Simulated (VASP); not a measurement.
# Mo in VASP: further runs

The runs below take Mo through single point, relaxation of the atoms, with LDA.

Program: VASP 6.6.1. These are calculated values, not measurements. Logs are shortened: lines on timing, memory, paths and dates and some standing lists are left out, and cuts for length are marked.

### Step 1. The slab as given

The cell holds a slab with vacuum, 6 atoms: a = 2.698 Å, b = 2.698 Å, c = 26.014 Å, α = 90.00°, β = 90.00°, γ = 109.47°.

The slab is cut from a database's or a generator's crystal, which needn't be the stable form of the element.

### Step 2. Single point, LDA

File INCAR:

```
PREC = Accurate ; ENCUT = 520
EDIFF = 1E-7 ; ISMEAR = 1
SIGMA = 0.1 ; LREAL = False
LASPH = True ; NELM = 80
ALGO = Fast ; ISIF = 2
LWAVE = False ; LCHARG = False
LDIPOL = True ; IDIPOL = 3
DIPOL = 0.5 0.5 0.500 ; LVHAR = True
LVACPOTAV = True ; ICORELEVEL = 1
KPAR = 4
```

File KPOINTS:

```
Automatic mesh
0
Gamma
  15 15 1
```

File POSCAR:

```
Mo
1.0
    2.6978406100      0.0000000000      0.0000000000
   -0.8992802000      2.5435485200      0.0000000000
    0.0000000000      0.0000000000     26.0138881500
Mo
6
Direct
    0.5000000000      0.5000000000      0.2883075400
    0.0000000000      0.0000000000      0.3729845200
    0.5000000000      0.5000000000      0.4576615100
    0.0000000000      0.0000000000      0.5423384900
    0.5000000000      0.5000000000      0.6270154800
    0.0000000000      0.0000000000      0.7116924600
```

Potentials or basis: VASP PAW LDA potentials, release 64 (Mo_sv).

Command:

```bash
cat potpaw_LDA.64/Mo_sv/POTCAR > POTCAR
mpirun -np 4 vasp_std > vasp.out
```

OUTCAR:

```text
PREC = Accurate
   ENCUT = 520
   EDIFF = 1E-7
   ISMEAR = 1
   LREAL = False
   LASPH = True
   NELM = 80
   ISIF = 2

 ion  position               nearest neighbor table
   1  0.500  0.500  0.288-   2 2.70   2 2.70   2 3.12   2 3.12
   2  0.000  0.000  0.373-   1 2.70   1 2.70   3 2.70   3 2.70   1 3.12   1 3.12   3 3.12   3 3.12

   3  0.500  0.500  0.458-   4 2.70   4 2.70   2 2.70   2 2.70   4 3.12   4 3.12   2 3.12   2 3.12

   4  0.000  0.000  0.542-   3 2.70   3 2.70   5 2.70   5 2.70   3 3.12   3 3.12   5 3.12   5 3.12

   5  0.500  0.500  0.627-   6 2.70   6 2.70   4 2.70   4 2.70   6 3.12   6 3.12   4 3.12   4 3.12

   6  0.000  0.000  0.712-   5 2.70   5 2.70   5 3.12   5 3.12

  LATTYP: Found a base centered orthorhombic cell.
 ALAT       =     3.1151980069
 B/A-ratio  =     1.4142135606
 C/A-ratio  =     8.3506371321

  Lattice vectors:

 A1 = (   2.6978406100,   0.0000000000,   0.0000000000)
 A2 = (  -0.8992802000,   2.5435485200,   0.0000000000)
 A3 = (   0.0000000000,   0.0000000000,  26.0138881500)

Analysis of symmetry for initial positions (statically):
=====================================================================
 Subroutine PRICEL returns:
 Original cell was already a primitive cell.

 Routine SETGRP: Setting up the symmetry group for a
 base centered orthorhombic supercell.

 Subroutine GETGRP returns: Found  8 space group operations
 (whereof  4 operations were pure point group operations)
 out of a pool of  8 trial point group operations.

The static configuration has the point symmetry C_2v.
 The point group associated with its full space group is D_2h.

Analysis of symmetry for dynamics (positions and initial velocities):
=====================================================================
 Subroutine PRICEL returns:
 Original cell was already a primitive cell.

 Routine SETGRP: Setting up the symmetry group for a
 base centered orthorhombic supercell.

 Subroutine GETGRP returns: Found  8 space group operations
 (whereof  4 operations were pure point group operations)
 out of a pool of  8 trial point group operations.

The dynamic configuration has the point symmetry C_2v.
 The point group associated with its full space group is D_2h.

 Subroutine INISYM returns: Found  8 space group operations
 (whereof  4 operations are pure point group operations),
 and found     1 'primitive' translations

----------------------------------------------------------------------------------------

                                     Primitive cell

  volume of cell :     178.5096

  direct lattice vectors                    reciprocal lattice vectors
     2.697840610  0.000000000  0.000000000     0.370666820  0.131050511  0.000000000
    -0.899280200  2.543548520  0.000000000     0.000000000  0.393151533  0.000000000
     0.000000000  0.000000000 26.013888150     0.000000000  0.000000000  0.038441005

  length of vectors
     2.697840610  2.697840609 26.013888150     0.393151533  0.393151533  0.038441005

  position of ions in fractional coordinates (direct lattice)
     0.500000000  0.500000000  0.288307540
     0.000000000  0.000000000  0.372984520
     0.500000000  0.500000000  0.457661510
     0.000000000  0.000000000  0.542338490
     0.500000000  0.500000000  0.627015480
     0.000000000  0.000000000  0.711692460

  ion indices of the primitive-cell ions
   primitive index   ion index
                 1           1
                 2           2
                 3           3
                 4           4
                 5           5
                 6           6

----------------------------------------------------------------------------------------

 KPOINTS: Automatic mesh

Automatic generation of k-mesh.
 Grid dimensions read from file:
 generate k-points for:   15   15    1

 Generating k-lattice:

  Cartesian coordinates                     Fractional coordinates (reciprocal lattice)
     0.024711121  0.008736701  0.000000000     0.066666667  0.000000000  0.000000000
     0.000000000  0.026210102  0.000000000     0.000000000  0.066666667  0.000000000
     0.000000000  0.000000000  0.038441005     0.000000000  0.000000000  1.000000000

  Length of vectors
     0.026210102  0.026210102  0.038441005

  Shift w.r.t. Gamma in fractional coordinates (k-lattice)
     0.000000000  0.000000000  0.000000000

 Subroutine IBZKPT returns following result:
 ===========================================

 Found     64 irreducible k-points:

 Following reciprocal coordinates:
            Coordinates               Weight
  0.000000  0.000000  0.000000      1.000000
  0.066667 -0.000000  0.000000      4.000000
  0.133333 -0.000000  0.000000      4.000000
  0.200000  0.000000  0.000000      4.000000
  0.266667 -0.000000  0.000000      4.000000
  0.333333  0.000000  0.000000      4.000000
[... 16 lines left out ...]
  0.133333  0.133333  0.000000      2.000000
  0.200000  0.133333  0.000000      4.000000
 [... further k-points ...]
   k-points           NKPTS =     64   k-points in BZ     NKDIM =     64   number of bands    NBANDS=     50
   number of dos      NEDOS =    301   number of ions     NIONS =      6
   total plane-waves  NPLWV =  78400
   dimension x,y,z NGX =    20 NGY =   20 NGZ =  196
   dimension x,y,z NGXF=    40 NGYF=   40 NGZF=  392
   ions per type =               6
   NGX,Y,Z   is equivalent  to a cutoff of  12.32, 12.32, 12.53 a.u.
   NGXF,Y,Z  is equivalent  to a cutoff of  24.65, 24.65, 25.05 a.u.
 SYSTEM =  unknown system
   PREC   = accura    normal or accurate (medium, high low for compatibility)
   ISTART =      0    job   : 0-new  1-cont  2-samecut
   ICHARG =      2    charge: 1-file 2-atom 10-const
   ISPIN  =      1    spin polarized calculation?
   LNONCOLLINEAR =      F non collinear calculations
   LSORBIT =      F    spin-orbit coupling
   LASPH  =      T    aspherical Exc in radial PAW
   ENCUT  =  520.0 eV  38.22 Ry    6.18 a.u.   5.02  5.02 48.37*2*pi/ulx,y,z
   NELM   =     80;   NELMIN=  2; NELMDL= -5     # of ELM steps
   EDIFF  = 0.1E-06   stopping-criterion for ELM
   LREAL  =      F    real-space projection
   EDIFFG = 0.1E-05   stopping-criterion for IOM
   NSW    =      0    number of steps for IOM
   IBRION =     -1    ionic relax: 0-MD 1-quasi-New 2-CG
   NFREE  =      0    steps in history (QN), initial steepest desc. (CG)
   ISIF   =      2    stress and relaxation
   ISYM   =      2    0-nonsym 1-usesym 2-fastsym
   POTIM  = 0.5000    time-step for ionic-motion
   TEBEG  =    0.0;   TEEND  =   0.0 temperature during run
   PSTRESS=    0.0 pullay stress
   NELECT =      84.0000    total number of electrons
   NUPDOWN=      -1.0000    fix difference up-down
   EMIN   =  10.00;   EMAX   =-10.00  energy-range for DOS
   EFERMI =   0.00;   METHOD = LEGACY
   ISMEAR =     1;   SIGMA  =   0.10  broadening in eV -4-tet -1-fermi 0-gaus
   EFERMI_NEDOS =   21; number of points for ismear=-14 and -15
   IALGO  =     68    algorithm
   IMIX   =      4    mixing-type and parameters
     AMIX     =   0.40;   BMIX     =  1.00
     AMIX_MAG =   1.60;   BMIX_MAG =  1.00
  volume/ion in A,a.u.               =      29.75       200.77
  Fermi-wavevector in a.u.,A,eV,Ry     =   1.273349  2.406280 22.060721  1.621417
  Thomas-Fermi vector in A             =   2.406177
   LORBIT       =      0    0 simple, 1 ext, 2 COOP (PROOUT), +10 PAW based schemes
   GGA     = CA    functional components
   LHFCALC =     F    Hartree Fock is set to
   AEXX    =    0.0000 exact exchange contribution
   IVDW    =     0    specifies the selected vdW correction
   LEPSILON=     F    determine dielectric tensor
   LRPA    =     F    only Hartree local field effects (RPA)
 non-spin polarized calculation
 RMM-DIIS sequential band-by-band and
 Methfessel and Paxton  Order N= 1 SIGMA  =   0.10
  energy-cutoff  :      520.00
  volume of cell :      178.51
 maximum number of plane-waves:      4859
   NGX = 11   NGY = 11   NGZ = 97

 number of electron      83.9999999 magnetization

 dipolmoment           0.000000      0.000000     -0.000000 electrons x Angstroem

 Free energy of the ion-electron system (eV)
  ---------------------------------------------------
  ext. energy  EPLUGINS =         0.00000000
  ---------------------------------------------------
  free energy    TOTEN  =       -69.97260446 eV

  energy without entropy =      -69.97164831  energy(sigma->0) =      -69.97228574

 the core state eigenenergies are
   1-  1s -19704.9517  2s  -2780.1931  2p  -2488.9593  3s   -466.4193  3p   -370.5915
       3d   -213.6401
   2-  1s -19704.9199  2s  -2780.2455  2p  -2489.0021  3s   -466.5052  3p   -370.6774
       3d   -213.7281
   3-  1s -19704.8445  2s  -2780.1755  2p  -2488.9313  3s   -466.4412  3p   -370.6134
       3d   -213.6639
   4-  1s -19704.8445  2s  -2780.1755  2p  -2488.9313  3s   -466.4412  3p   -370.6134
       3d   -213.6639
   5-  1s -19704.9199  2s  -2780.2455  2p  -2489.0021  3s   -466.5052  3p   -370.6774
       3d   -213.7281
   6-  1s -19704.9517  2s  -2780.1931  2p  -2488.9593  3s   -466.4193  3p   -370.5915
       3d   -213.6401

 E-fermi :   4.2228     XC(G=0):  -7.8760

 val. band max:        4.2099168997   @ k =   0.2000   0.0000   0.0000
 cond. band min:       4.2239995617   @ k =   0.4667   0.0000   0.0000
 fundamental gap:      0.0140826620
 Fermi energy:         4.2227938101

 k-point     1 :       0.0000    0.0000    0.0000
  band No.  band energies     occupation
      1     -56.7022      2.00000
      2     -56.6594      2.00000
      3     -56.5588      2.00000
      4     -56.4544      2.00000
      5     -56.3899      2.00000
      6     -56.3821      2.00000
[... 42 lines left out ...]
     49       5.7898     -0.00000
     50       5.9642     -0.00000

 k-point     2 :       0.0667   -0.0000    0.0000
  band No.  band energies     occupation
      1     -56.6928      2.00000
      2     -56.6511      2.00000
      3     -56.5521      2.00000
      4     -56.4492      2.00000
      5     -56.3846      2.00000
      6     -56.3774      2.00000
[... 42 lines left out ...]
     49       5.6638     -0.00000
     50       5.6734     -0.00000

 k-point     3 :       0.1333   -0.0000    0.0000
  band No.  band energies     occupation
      1     -56.6658      2.00000
      2     -56.6273      2.00000
      3     -56.5330      2.00000
      4     -56.4349      2.00000
      5     -56.3697      2.00000
      6     -56.3642      2.00000
[... 42 lines left out ...]
     49       5.5296     -0.00000
     50       5.6646     -0.00000

 k-point     4 :       0.2000    0.0000    0.0000
  band No.  band energies     occupation
      1     -56.6247      2.00000
      2     -56.5916      2.00000
      3     -56.5050      2.00000
      4     -56.4150      2.00000
      5     -56.3478      2.00000
      6     -56.3444      2.00000
[... 999 lines left out ...]
 k-point    23 :       0.1333    0.1333    0.0000
  band No.  band energies     occupation
      1     -56.6103      2.00000
      2     -56.5820      2.00000
      3     -56.5019      2.00000
      4     -56.4195      2.00000
      5     -56.3490      2.00000
      6     -56.3470      2.00000
[... 42 lines left out ...]
     49       6.1143     -0.00000
     50       6.1330     -0.00000

 k-point    24 :       0.2000    0.1333    0.0000
  band No.  band energies     occupation
      1     -56.5638      2.00000
      2     -56.5432      2.00000
      3     -56.4742      2.00000
      4     -56.4049      2.00000
      5     -56.3273      2.00000
      6     -56.3265      2.00000
[... 42 lines left out ...]
     49       6.0418     -0.00000
     50       6.3454      0.00000

 [... further k-points ...]

------------------------ aborting loop because EDIFF is reached ----------------------------------------

  FORCE on cell =-STRESS in cart. coord.  units (eV):
  Direction    XX          YY          ZZ          XY          YZ          ZX
  --------------------------------------------------------------------------------------
  -------------------------------------------------------------------------------------
  Total       -4.9576086     -4.8482511     -2.8583463      0.1546550      0.0000000      0.0000000
  in kB      -44.4960274    -43.5145103    -25.6545172      1.3880749      0.0000000      0.0000000
  external PRESSURE =     -37.8883516 kB  Pullay stress =       0.0000000 kB

 VOLUME and BASIS-vectors are now :
 -----------------------------------------------------------------------------
  energy-cutoff  :      520.00
  volume of cell :      178.51
      direct lattice vectors                 reciprocal lattice vectors
     2.697840610  0.000000000  0.000000000     0.370666820  0.131050511  0.000000000
    -0.899280200  2.543548520  0.000000000     0.000000000  0.393151533  0.000000000
     0.000000000  0.000000000 26.013888150     0.000000000  0.000000000  0.038441005

 POSITION                                       TOTAL-FORCE (eV/Angst)
 -----------------------------------------------------------------------------------
      0.89928      1.27177      7.50000        -0.000000      0.000000      0.658684
      0.00000      0.00000      9.70278         0.000000      0.000000     -0.673407
      0.89928      1.27177     11.90556        -0.000000      0.000000     -0.011092
      0.00000      0.00000     14.10833         0.000000      0.000000      0.011092
      0.89928      1.27177     16.31111        -0.000000      0.000000      0.673407
      0.00000      0.00000     18.51389        -0.000000      0.000000     -0.658684
 -----------------------------------------------------------------------------------
    total drift:                               -0.000000     -0.000000     -0.000000

  FREE ENERGIE OF THE ION-ELECTRON SYSTEM (eV)
  ---------------------------------------------------
  free  energy   TOTEN  =       -69.9726044616 eV

  energy  without entropy=      -69.9716483073  energy(sigma->0) =      -69.97228574

 vacuum level on the upper side and lower side of the slab         9.232         9.232
```

Run time: 8.4 min. Hardware: 4 MPI ranks of Intel Xeon Platinum 8259CL at 2.50GHz (Skylake/Cascade Lake), shared host; peak memory 0.48 GiB.

Results:

| Item | Value |
| --- | --- |
| Free energy | -69.9726 eV |
| Largest force | 0.673 eV/Å |
| Band gap on the k mesh | none (metal or under the smearing width) |
| Work function of the upper face | 5.01 eV |
| Work function of the lower face | 5.01 eV |

Forces in eV/Å, atoms in the order of the input:
```
Mo   0.000  0.000  0.659
Mo   0.000  0.000 -0.673
Mo   0.000  0.000 -0.011
Mo   0.000  0.000  0.011
Mo   0.000  0.000  0.673
Mo   0.000  0.000 -0.659
```

Levels at points of the mesh, in eV from the Fermi level:
| k point | band 38 | band 39 | band 40 | band 41 | band 42 | band 43 | band 44 | band 45 | band 46 | band 47 |
| --- | --- | --- | --- | --- | --- | --- | --- | --- | --- | --- |
| (0.00, 0.00, 0.00) | -1.48 | -1.42 | -1.33 | -1.17 | -0.43 | -0.41 | 0.61 | 0.72 | 1.19 | 1.21 |

Core levels (eV, on the scale of the bands):
```csv
atom,levels
1 Mo,"1s -19705.0, 2s -2780.2, 2p -2489.0, 3s -466.4, 3p -370.6, 3d -213.6"
2 Mo,"1s -19704.9, 2s -2780.2, 2p -2489.0, 3s -466.5, 3p -370.7, 3d -213.7"
3 Mo,"1s -19704.8, 2s -2780.2, 2p -2488.9, 3s -466.4, 3p -370.6, 3d -213.7"
4 Mo,"1s -19704.8, 2s -2780.2, 2p -2488.9, 3s -466.4, 3p -370.6, 3d -213.7"
5 Mo,"1s -19704.9, 2s -2780.2, 2p -2489.0, 3s -466.5, 3p -370.7, 3d -213.7"
6 Mo,"1s -19705.0, 2s -2780.2, 2p -2489.0, 3s -466.4, 3p -370.6, 3d -213.6"
```

### Step 3. Relaxation of the atoms, LDA

File INCAR:

```
SYSTEM = Mo
PREC = Accurate
ENCUT = 520
EDIFF = 1E-6
ISMEAR = 1
SIGMA = 0.1
LREAL = .False.
LASPH = .True.
NELM = 80
ALGO = Normal
ISIF = 2
LWAVE = .False.
LCHARG = .False.
LDIPOL = .True.
IDIPOL = 3
DIPOL = 0.5 0.5 0.500
IBRION = 2
NSW = 80
EDIFFG = -0.02
KPAR = 4
```

File KPOINTS:

```
regular mesh
0
Gamma
  15 15 1
  0 0 0
```

POSCAR is that of step 2.

Potentials or basis: VASP PAW LDA potentials, release 64 (Mo_sv).

Command:

```bash
cat potpaw_LDA.64/Mo_sv/POTCAR > POTCAR
mpirun -np 4 vasp_std > vasp.out
```

It took 19 min on 4 MPI ranks of Intel Xeon Platinum 8259CL at 2.50GHz (Skylake/Cascade Lake), shared host; peak memory 0.48 GiB.

The run converged. Its results:

- Free energy: -70.0436 eV
- Energy gained by relaxing: 11.8 meV/atom
- Ionic steps: 12
- Largest force after relaxing: 0.003 eV/Å
- Band gap on the k mesh: none (metal or under the smearing width)

Forces in eV/Å, atoms in the order of the input:
```
Mo   0.000  0.000  0.001
Mo   0.000  0.000  0.003
Mo   0.000  0.000 -0.003
Mo   0.000  0.000  0.003
Mo   0.000  0.000 -0.003
Mo   0.000  0.000 -0.001
```

Step by step:
| step | energy change (eV) | largest force (eV/Å) | pressure (GPa) |
| --- | --- | --- | --- |
| 1 | 0.0000 | 0.6732 | -3.78 |
| 2 | -0.0561 | 0.2877 | -2.98 |
| 3 | -0.0613 | 0.2426 | -2.60 |
| 4 | -0.0662 | 0.0886 | -2.38 |
| 5 | -0.0663 | 0.0838 | -2.36 |
| 6 | -0.0675 | 0.0560 | -2.28 |
| 7 | -0.0694 | 0.0625 | -2.11 |
| 8 | -0.0698 | 0.1215 | -1.77 |
| 9 | -0.0702 | 0.0750 | -1.90 |
| 10 | -0.0709 | 0.0352 | -1.69 |
| 11 | -0.0709 | 0.0350 | -1.69 |
| 12 | -0.0710 | 0.0033 | -1.64 |

Final structure:
```cif
data_structure
_symmetry_space_group_name_H-M 'P 1'
_symmetry_Int_Tables_number 1
_cell_length_a 2.6978
_cell_length_b 2.6978
_cell_length_c 26.0139
_cell_angle_alpha 90.000
_cell_angle_beta 90.000
_cell_angle_gamma 109.471
_cell_volume 178.51
loop_
_atom_site_label
_atom_site_type_symbol
_atom_site_fract_x
_atom_site_fract_y
_atom_site_fract_z
_atom_site_occupancy
Mo1 Mo 0.50000 0.50000 0.29167 1
Mo2 Mo 0.00000 0.00000 0.37241 1
Mo3 Mo 0.50000 0.50000 0.45754 1
Mo4 Mo 0.00000 0.00000 0.54246 1
Mo5 Mo 0.50000 0.50000 0.62759 1
Mo6 Mo 0.00000 0.00000 0.70833 1
```

Levels at points of the mesh, in eV from the Fermi level:
```
           k point  band 39  band 40  band 41  band 42  band 43  band 44  band 45  band 46
(0.00, 0.00, 0.00)    -1.33    -1.30    -1.26    -0.69    -0.42     0.52     0.79     1.16
```
